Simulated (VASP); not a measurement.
# Lu (Im-3m) in VASP: settings compared

Aim: see how the results for Lu move with the level of theory and the settings. Levels: SCAN, optB88-vdW, vdW-DF-cx, rev-vdW-DF2, RPBE. Tasks: relaxation of cell and atoms, single point.

Program: VASP 6.6.1. These are calculated values, not measurements. Logs are shortened: lines on timing, memory, paths and dates and some standing lists are left out, and cuts for length are marked.

## Step 1: The structure

Symmetry: Im-3m, No. 229, cubic system. The conventional cell has a = 3.908 Å, b = 3.908 Å, c = 3.908 Å, α = 90.00°, β = 90.00°, γ = 90.00°. Lu (site symmetry m-3m) has 8 Lu at 3.38 Å as nearest neighbours.

This isn't the form of Lu at room conditions, which is hcp.

## Step 2: Relaxation of cell and atoms, SCAN

INCAR reads:

```
PREC = Accurate ; ENCUT = 600
EDIFF = 1E-6 ; ISMEAR = -1
SIGMA = 0.05 ; LREAL = False
LASPH = True ; NELM = 100
ALGO = Normal ; ISIF = 3
LWAVE = False ; LCHARG = False
METAGGA = SCAN ; LMIXTAU = True
IBRION = 2 ; NSW = 60
EDIFFG = -0.005
```

KPOINTS reads:

```
Automatic mesh
0
Gamma
  10 10 10
```

POSCAR reads:

```
Lu
1.0
   -1.9541071088      1.9541071088      1.9541071088
    1.9541071088     -1.9541071088      1.9541071088
    1.9541071088      1.9541071088     -1.9541071088
Lu
1
Direct
    0.0000000000      0.0000000000      0.0000000000
```

Potentials or basis: VASP PAW PBE potentials, release 64 (Lu).

Run with:

```sh
> cat potpaw_PBE.64/Lu/POTCAR > POTCAR
> mpirun -np 1 vasp_std > vasp.out
```

OUTCAR:

```text
PREC = Accurate
   ENCUT = 600
   EDIFF = 1E-6
   ISMEAR = -1
   LREAL = False
   LASPH = True
   NELM = 100
   ISIF = 3
   METAGGA = SCAN
   IBRION = 2
   NSW = 60
   EDIFFG = -0.005

 ion  position               nearest neighbor table
   1  0.000  0.000  0.000-

  LATTYP: Found a body centered cubic cell.
 ALAT       =     3.9082142176

  Lattice vectors:

 A1 = (  -1.9541071088,   1.9541071088,   1.9541071088)
 A2 = (   1.9541071088,  -1.9541071088,   1.9541071088)
 A3 = (   1.9541071088,   1.9541071088,  -1.9541071088)

Analysis of symmetry for initial positions (statically):
=====================================================================
 Subroutine PRICEL returns:
 Original cell was already a primitive cell.

 Routine SETGRP: Setting up the symmetry group for a
 body centered cubic supercell.

 Subroutine GETGRP returns: Found 48 space group operations
 (whereof 48 operations were pure point group operations)
 out of a pool of 48 trial point group operations.

The static configuration has the point symmetry O_h .

Analysis of symmetry for dynamics (positions and initial velocities):
=====================================================================
 Subroutine PRICEL returns:
 Original cell was already a primitive cell.

 Routine SETGRP: Setting up the symmetry group for a
 body centered cubic supercell.

 Subroutine GETGRP returns: Found 48 space group operations
 (whereof 48 operations were pure point group operations)
 out of a pool of 48 trial point group operations.

The dynamic configuration has the point symmetry O_h .

 Subroutine INISYM returns: Found 48 space group operations
 (whereof 48 operations are pure point group operations),
 and found     1 'primitive' translations

----------------------------------------------------------------------------------------

                                     Primitive cell

  volume of cell :      29.8473

  direct lattice vectors                    reciprocal lattice vectors
    -1.954107109  1.954107109  1.954107109     0.000000000  0.255871338  0.255871338
     1.954107109 -1.954107109  1.954107109     0.255871338  0.000000000  0.255871338
[... 104 lines left out ...]
  volume/ion in A,a.u.               =      29.85       201.42
  Fermi-wavevector in a.u.,A,eV,Ry     =   1.543191  2.916209 32.401456  2.381440
  Thomas-Fermi vector in A             =   2.648889
   LORBIT       =      0    0 simple, 1 ext, 2 COOP (PROOUT), +10 PAW based schemes
   METAGGA = SCAN    functional components
   LHFCALC =     F    Hartree Fock is set to
   AEXX    =    0.0000 exact exchange contribution
   IVDW    =     0    specifies the selected vdW correction
   LEPSILON=     F    determine dielectric tensor
   LRPA    =     F    only Hartree local field effects (RPA)
 conjugate gradient relaxation of ions
 non-spin polarized calculation
  energy-cutoff  :      600.00
  volume of cell :       29.85
 maximum number of plane-waves:      1007
   NGX = 13   NGY = 13   NGZ = 13

--------------------------------------- Ionic step        1  -------------------------------------------

 number of electron      24.9999996 magnetization

 Free energy of the ion-electron system (eV)
  ---------------------------------------------------
  ext. energy  EPLUGINS =         0.00000000
  ---------------------------------------------------
  free energy    TOTEN  =       -55.24061017 eV

  energy without entropy =      -55.22278247  energy(sigma->0) =      -55.23169632

------------------------ aborting loop because EDIFF is reached ----------------------------------------

  FORCE on cell =-STRESS in cart. coord.  units (eV):
  Direction    XX          YY          ZZ          XY          YZ          ZX
  --------------------------------------------------------------------------------------
  -------------------------------------------------------------------------------------
  Total       -0.5206999     -0.5206999     -0.5206999      0.0000000      0.0000000      0.0000000
  in kB      -27.9507207    -27.9507207    -27.9507207      0.0000000      0.0000000      0.0000000
  external PRESSURE =     -27.9507207 kB  Pullay stress =       0.0000000 kB
[... 86 lines left out ...]
  FREE ENERGIE OF THE ION-ELECTRON SYSTEM (eV)
  ---------------------------------------------------
  free  energy   TOTEN  =       -55.2554039314 eV

  energy  without entropy=      -55.2385943650  energy(sigma->0) =      -55.24699915

[... ionic steps 4 to 27 ...]

--------------------------------------- Ionic step       28  -------------------------------------------

 number of electron      25.0000004 magnetization

------------------------ aborting loop because EDIFF is reached ----------------------------------------
[... 65 lines left out ...]
--------------------------------------- Ionic step       30  -------------------------------------------

 number of electron      25.0000004 magnetization

 Free energy of the ion-electron system (eV)
  ---------------------------------------------------
  ext. energy  EPLUGINS =         0.00000000
  ---------------------------------------------------
  free energy    TOTEN  =       -55.25537182 eV

  energy without entropy =      -55.23863428  energy(sigma->0) =      -55.24700305

 E-fermi :   2.4082     XC(G=0): -11.7318

 val. band max:        2.3711516812   @ k =   0.2000   0.2000   0.1000
 cond. band min:       2.4498101601   @ k =   0.3000   0.2000   0.1000
 fundamental gap:      0.0786584789
 Fermi energy:         2.4082230290

 k-point     1 :       0.0000    0.0000    0.0000
  band No.  band energies     occupation
      1     -54.7327      2.00000
      2     -24.6358      2.00000
      3     -24.6358      2.00000
      4     -24.6357      2.00000
      5      -4.1566      2.00000
      6      -3.0217      2.00000
[... 433 lines left out ...]
      3     -24.7856      2.00000
      4     -24.6820      2.00000
      5      -3.0057      2.00000
      6      -2.9791      2.00000
[... 8 lines left out ...]
     15       5.8100      0.00000
     16       7.2594      0.00000

 [... further k-points ...]

------------------------ aborting loop because EDIFF is reached ----------------------------------------

  FORCE on cell =-STRESS in cart. coord.  units (eV):
  Direction    XX          YY          ZZ          XY          YZ          ZX
  --------------------------------------------------------------------------------------
  -------------------------------------------------------------------------------------
  Total       -0.0036908     -0.0036908     -0.0036908      0.0000000      0.0000000     -0.0000000
  in kB       -0.2111606     -0.2111606     -0.2111606      0.0000000      0.0000000     -0.0000000
  external PRESSURE =      -0.2111606 kB  Pullay stress =       0.0000000 kB
[... 16 lines left out ...]
  FREE ENERGIE OF THE ION-ELECTRON SYSTEM (eV)
  ---------------------------------------------------
  free  energy   TOTEN  =       -55.2553718155 eV

  energy  without entropy=      -55.2386342824  energy(sigma->0) =      -55.24700305

 reached required accuracy - stopping structural energy minimisation
```

OSZICAR:

```text
N       E                     dE             d eps       ncg     rms          rms(c)
DAV:   1     0.355633175682E+02    0.35563E+02   -0.11845E+04  1864   0.585E+03
[... 426 lines left out ...]
DAV:   3    -0.552553925519E+02   -0.75696E-05   -0.17828E-05  1864   0.451E-02    0.163E-03
DAV:   4    -0.552553924730E+02    0.78907E-07   -0.20852E-05  1512   0.603E-02    0.199E-03
DAV:   5    -0.552553902596E+02    0.22135E-05   -0.19149E-05  1512   0.580E-02    0.209E-03
DAV:   6    -0.552553873010E+02    0.29586E-05   -0.11769E-06  1440   0.125E-02    0.169E-03
DAV:   7    -0.552553682293E+02    0.19072E-04   -0.99137E-07  1184   0.116E-02    0.187E-03
DAV:   8    -0.552553727827E+02   -0.45533E-05   -0.60456E-06  1520   0.322E-02    0.410E-04
DAV:   9    -0.552553718155E+02    0.96721E-06   -0.13354E-07   752   0.348E-03
  30 F= -.55255372E+02 E0= -.55247003E+02  d E =-.614270E-04
```

CONTCAR:

```text
Lu
   1.00000000000000
    -1.9130168176888844    1.9130168176888844    1.9130168176888844
     1.9130168176888844   -1.9130168176888844    1.9130168176888844
     1.9130168176888844    1.9130168176888844   -1.9130168176888844
  Lu
     1
Direct
     0.0000000000000000    0.0000000000000000    0.0000000000000000

  0.00000000E+00  0.00000000E+00  0.00000000E+00
```

It took 27 min on 1 thread of Intel Xeon 6975P-C (Granite Rapids), shared host; peak memory 0.22 GiB.

What came out:

```yaml
Free_energy: -55.2554 eV
Relaxed_volume: 28.00 Å³/atom
Relaxed_cell: a = 3.313 Å, b = 3.313 Å, c = 3.313 Å, α = 109.47°, β = 109.47°, γ = 109.47°
Space_group_after_relaxing_to_0.05_Å: Im-3m (No. 229)
Energy_gained_by_relaxing: 14.8 meV/atom
Ionic_steps: 30
Pressure_after_relaxing: 0.0 GPa
Band_gap_on_the_k_mesh: none (metal or under the smearing width)
```

The path:
```csv
step,energy change (eV),largest force (eV/Å),pressure (GPa),volume (Å³)
1,0.0000,0.0000,-2.80,29.85
2,-0.0132,0.0000,0.98,27.65
3,-0.0148,0.0000,-0.33,28.18
4,-0.0148,0.0000,0.23,28.05
5,-0.0148,0.0000,-0.19,28.11
6,-0.0148,0.0000,-0.18,28.10
7,-0.0149,0.0000,-0.69,28.07
8,-0.0148,0.0000,-0.14,28.07
9,-0.0148,0.0000,-0.12,28.07
10,-0.0148,0.0000,-0.13,28.07
11,-0.0148,0.0000,-0.12,28.07
12,-0.0148,0.0000,-0.11,28.07
13,-0.0148,0.0000,-0.16,28.07
14,-0.0148,0.0000,-0.18,28.07
15,-0.0148,0.0000,-0.19,28.07
16,-0.0148,0.0000,-0.24,28.06
17,-0.0148,0.0000,-0.11,28.05
18,-0.0148,0.0000,-0.59,28.02
19,-0.0148,0.0000,-1.28,27.97
20,-0.0144,0.0000,0.36,27.88
21,-0.0145,0.0000,0.22,27.90
22,-0.0146,0.0000,0.22,27.93
23,-0.0147,0.0000,0.14,27.95
24,-0.0147,0.0000,0.29,27.96
25,-0.0147,0.0000,0.07,27.97
26,-0.0147,0.0000,0.11,27.97
27,-0.0147,0.0000,0.12,27.98
28,-0.0147,0.0000,0.20,27.99
29,-0.0148,0.0000,-0.04,28.01
30,-0.0148,0.0000,-0.02,28.00
```

Final structure:
```
Lu
1.0
    -1.91302    1.91302    1.91302
     1.91302   -1.91302    1.91302
     1.91302    1.91302   -1.91302
Lu
1
Direct
  0.00000 0.00000 0.00000
```

Levels at points of the mesh, in eV from the Fermi level:
| k point | band 10 | band 11 | band 12 | band 13 | band 14 | band 15 |
| --- | --- | --- | --- | --- | --- | --- |
| (0.00, 0.00, 0.00) | -5.33 | -5.33 | -5.30 | 2.29 | 2.29 | 2.30 |
| (0.50, 0.00, 0.00) | -5.33 | -5.32 | -2.76 | 0.38 | 0.59 | 4.37 |
| (0.50, 0.50, 0.50) | -5.32 | -5.32 | -1.74 | -1.74 | 6.14 | 6.14 |

Caveat: the PAW data sets were made with another functional, which shifts forces and pressure a little. The run has no spin-orbit coupling, so splittings on Lu are missing.

## Step 3: Relaxation of cell and atoms, optB88-vdW

INCAR reads:

```
PREC = Accurate ; ENCUT = 600
EDIFF = 1E-6 ; ISMEAR = -1
SIGMA = 0.05 ; LREAL = False
LASPH = True ; NELM = 100
ALGO = Normal ; ISIF = 3
LWAVE = False ; LCHARG = False
GGA = BO ; LUSE_VDW = True
AGGAC = 0.0 ; PARAM1 = 0.1833333333
PARAM2 = 0.22 ; IBRION = 2
NSW = 60 ; EDIFFG = -0.005
```

KPOINTS is that of step 2.

POSCAR is that of step 2.

Potentials or basis: VASP PAW PBE potentials, release 64 (Lu).

Run with:

```sh
> cat potpaw_PBE.64/Lu/POTCAR > POTCAR
> mpirun -np 1 vasp_std > vasp.out
```

It took 2.1 min on 1 thread of Intel Xeon 6975P-C (Granite Rapids), shared host; peak memory 0.35 GiB.

Results (log left out):

```yaml
Free_energy: 0.9055 eV
Relaxed_volume: 28.50 Å³/atom
Relaxed_cell: a = 3.333 Å, b = 3.333 Å, c = 3.333 Å, α = 109.47°, β = 109.47°, γ = 109.47°
Space_group_after_relaxing_to_0.05_Å: Im-3m (No. 229)
Energy_gained_by_relaxing: 8.8 meV/atom
Ionic_steps: 4
Pressure_after_relaxing: 0.0 GPa
Band_gap_on_the_k_mesh: none (metal or under the smearing width)
```

Step by step:
```tsv
step	energy change (eV)	largest force (eV/Å)	pressure (GPa)	volume (Å³)
1	0.0000	0.0000	-1.83	29.85
2	-0.0088	0.0000	0.08	28.40
3	-0.0088	0.0000	0.08	28.45
4	-0.0088	0.0000	-0.02	28.50
```

Final structure:
```
Lu
1.0
    -1.92433    1.92433    1.92433
     1.92433   -1.92433    1.92433
     1.92433    1.92433   -1.92433
Lu
1
Direct
  0.00000 0.00000 0.00000
```

Levels at points of the mesh, in eV from the Fermi level:
| k point | band 8 | band 9 | band 10 | band 11 | band 12 | band 13 | band 14 | band 15 | band 16 |
| --- | --- | --- | --- | --- | --- | --- | --- | --- | --- |
| (0.00, 0.00, 0.00) | -5.33 | -5.23 | -5.23 | -5.23 | -5.22 | 2.04 | 2.04 | 2.04 | 4.28 |
| (0.50, 0.00, 0.00) | -5.26 | -5.25 | -5.24 | -5.23 | -2.60 | 0.28 | 0.63 | 4.07 | 5.04 |
| (0.50, 0.50, 0.50) | -5.29 | -5.23 | -5.23 | -5.23 | -1.64 | -1.64 | 5.96 | 5.96 | 5.96 |

Caveat: the PAW data sets were made with another functional, which shifts forces and pressure a little. The run has no spin-orbit coupling, so splittings on Lu are missing.

## Step 4: Relaxation of cell and atoms, vdW-DF-cx

INCAR reads:

```
PREC = Accurate ; ENCUT = 600
EDIFF = 1E-6 ; ISMEAR = -1
SIGMA = 0.05 ; LREAL = False
LASPH = True ; NELM = 100
ALGO = Normal ; ISIF = 3
LWAVE = False ; LCHARG = False
GGA = CX ; LUSE_VDW = True
AGGAC = 0.0 ; IBRION = 2
NSW = 60 ; EDIFFG = -0.005
```

KPOINTS is that of step 3.

POSCAR is that of step 3.

Run with:

```sh
> cat potpaw_PBE.64/Lu/POTCAR > POTCAR
> mpirun -np 1 vasp_std > vasp.out
```

It took 2.1 min on 1 thread of Intel Xeon 6975P-C (Granite Rapids), shared host; peak memory 0.34 GiB.

Results (log left out):

```
Free energy                            : 0.5670 eV
Relaxed volume                         : 27.96 Å³/atom
Relaxed cell                           : a = 3.312 Å, b = 3.312 Å, c = 3.312 Å, α = 109.47°, β = 109.47°, γ = 109.47°
Space group after relaxing (to 0.05 Å) : Im-3m (No. 229)
Energy gained by relaxing              : 17.4 meV/atom
Ionic steps                            : 4
Pressure after relaxing                : 0.0 GPa
Band gap on the k mesh                 : none (metal or under the smearing width)
```

Step by step:
| step | energy change (eV) | largest force (eV/Å) | pressure (GPa) | volume (Å³) |
| --- | --- | --- | --- | --- |
| 1 | 0.0000 | 0.0000 | -2.59 | 29.85 |
| 2 | -0.0173 | 0.0000 | 0.14 | 27.81 |
| 3 | -0.0173 | 0.0000 | 0.10 | 27.89 |
| 4 | -0.0174 | 0.0000 | -0.01 | 27.96 |

Final structure:
```
Lu
1.0
    -1.91198    1.91198    1.91198
     1.91198   -1.91198    1.91198
     1.91198    1.91198   -1.91198
Lu
1
Cartesian
  0.0000 0.0000 0.0000
```

Levels at points of the mesh, in eV from the Fermi level:
```tsv
k point	band 8	band 9	band 10	band 11	band 12	band 13	band 14	band 15	band 16
(0.00, 0.00, 0.00)	-5.17	-5.07	-5.07	-5.07	-5.05	2.12	2.12	2.12	4.44
(0.50, 0.00, 0.00)	-5.10	-5.08	-5.07	-5.06	-2.64	0.30	0.63	4.23	5.24
(0.50, 0.50, 0.50)	-5.13	-5.06	-5.06	-5.06	-1.68	-1.68	6.03	6.03	6.03
```

Caveat: the PAW data sets were made with another functional, which shifts forces and pressure a little. Spin-orbit coupling is left out, which matters for the levels of Lu.

## Step 5: Relaxation of cell and atoms, rev-vdW-DF2

INCAR reads:

```
PREC = Accurate ; ENCUT = 600
EDIFF = 1E-6 ; ISMEAR = -1
SIGMA = 0.05 ; LREAL = False
LASPH = True ; NELM = 100
ALGO = Normal ; ISIF = 3
LWAVE = False ; LCHARG = False
GGA = MK ; LUSE_VDW = True
AGGAC = 0.0 ; PARAM1 = 0.1234
PARAM2 = 0.711357 ; ZAB_VDW = -1.8867
IBRION = 2 ; NSW = 60
EDIFFG = -0.005
```

KPOINTS is that of step 4.

POSCAR is that of step 4.

Run with:

```sh
> cat potpaw_PBE.64/Lu/POTCAR > POTCAR
> mpirun -np 1 vasp_std > vasp.out
```

It took 4.7 min on 1 thread of Intel Xeon 6975P-C (Granite Rapids), shared host; peak memory 0.35 GiB.

It converged, with:

* Free energy: 0.3048 eV
* Relaxed volume: 28.37 Å³/atom
* Relaxed cell: a = 3.328 Å, b = 3.328 Å, c = 3.328 Å, α = 109.47°, β = 109.47°, γ = 109.47°
* Space group after relaxing (to 0.05 Å): Im-3m (No. 229)
* Energy gained by relaxing: 10.4 meV/atom
* Ionic steps: 11
* Pressure after relaxing: 0.0 GPa
* Band gap on the k mesh: none (metal or under the smearing width)

The path:
```tsv
step	energy change (eV)	largest force (eV/Å)	pressure (GPa)	volume (Å³)
1	0.0000	0.0000	-1.96	29.85
2	-0.0104	0.0000	0.24	28.29
3	-0.0104	0.0000	-0.06	28.40
4	-0.0104	0.0000	-0.04	28.37
5	-0.0104	0.0000	0.05	28.33
6	-0.0104	0.0000	0.05	28.37
7	-0.0103	0.0000	-0.18	28.49
8	-0.0104	0.0000	-0.05	28.40
9	-0.0104	0.0000	-0.10	28.39
10	-0.0104	0.0000	-0.07	28.38
11	-0.0104	0.0000	0.02	28.37
```

Final structure:
```
Lu
1.0
    -1.92139    1.92139    1.92139
     1.92139   -1.92139    1.92139
     1.92139    1.92139   -1.92139
Lu
1
Direct
  0.00000 0.00000 0.00000
```

Levels at points of the mesh, in eV from the Fermi level:
```csv
k point,band 10,band 11,band 12,band 13,band 14,band 15
"(0.00, 0.00, 0.00)",-5.14,-5.14,-5.12,2.07,2.07,2.07
"(0.50, 0.00, 0.00)",-5.15,-5.13,-2.62,0.29,0.62,4.13
"(0.50, 0.50, 0.50)",-5.14,-5.14,-1.64,-1.64,5.95,5.95
```

Caveat: the PAW data sets were made with another functional, which shifts forces and pressure a little. The run has no spin-orbit coupling, so splittings on Lu are missing.

## Step 6: Single point, RPBE

INCAR reads:

```
ALGO = Normal
EDIFF = 1E-7
ENCUT = 520
GGA = RP
ISIF = 2
ISMEAR = 0
LASPH = T
LCHARG = F
LREAL = F
LWAVE = F
NELM = 80
PREC = Accurate
SIGMA = 0.02
```

KPOINTS reads:

```
k-points
0
Gamma
  10 10 10
```

POSCAR reads:

```
Lu
3.3846
   -0.577352451929      0.577352451929      0.577352451929
    0.577352451929     -0.577352451929      0.577352451929
    0.577352451929      0.577352451929     -0.577352451929
Lu
1
Direct
    0.0000000000      0.0000000000      0.0000000000
```

Potentials or basis: VASP PAW PBE potentials, release 64 (Lu).

Run with:

```sh
> cat potpaw_PBE.64/Lu/POTCAR > POTCAR
> mpirun -np 1 vasp_std > vasp.out
```

Wall time 19 s (1 thread of Intel Xeon Platinum 8488C (Sapphire Rapids), shared host); peak memory 0.18 GiB.

The run converged. Its results:

```yaml
Free_energy: -4.0526 eV
Pressure: 1.8 GPa
Band_gap_on_the_k_mesh: none (metal or under the smearing width)
```

Levels at points of the mesh, in eV from the Fermi level:
```tsv
k point	band 10	band 11	band 12	band 13	band 14	band 15
(0.00, 0.00, 0.00)	-5.12	-5.12	-5.11	2.15	2.15	2.15
(0.50, 0.00, 0.00)	-5.13	-5.11	-2.48	0.37	0.43	4.08
(0.50, 0.50, 0.50)	-5.12	-5.12	-1.46	-1.46	5.56	5.56
```

Caveat: the PAW data sets were made with another functional, which shifts forces and pressure a little. The run has no spin-orbit coupling, so splittings on Lu are missing.

## Step 7: Overview

| task | level | cell | cutoff (eV) | smearing | gap on the mesh (eV) | pressure (GPa) | relaxed volume (Å³/atom) |
| --- | --- | --- | --- | --- | --- | --- | --- |
| relaxation of cell and atoms | SCAN | relaxed | 600 | fermi-dirac 0.05 eV | none | 0.0 | 28.00 |
| relaxation of cell and atoms | optB88-vdW | relaxed | 600 | fermi-dirac 0.05 eV | none | 0.0 | 28.50 |
| relaxation of cell and atoms | vdW-DF-cx | relaxed | 600 | fermi-dirac 0.05 eV | none | 0.0 | 27.96 |
| relaxation of cell and atoms | rev-vdW-DF2 | relaxed | 600 | fermi-dirac 0.05 eV | none | 0.0 | 28.37 |
| single point | RPBE | as given | 520 | gaussian 0.02 eV | none | 1.8 | - |

Alike in all rows: potentials or basis VASP PAW PBE potentials, release 64 (Lu); no spin polarisation; k mesh 10 × 10 × 10.

Caveats: the PAW data sets were made with another functional, which shifts forces and pressure a little.

Total energies depend on the potentials used, so only differences within one code and one set of settings carry meaning.
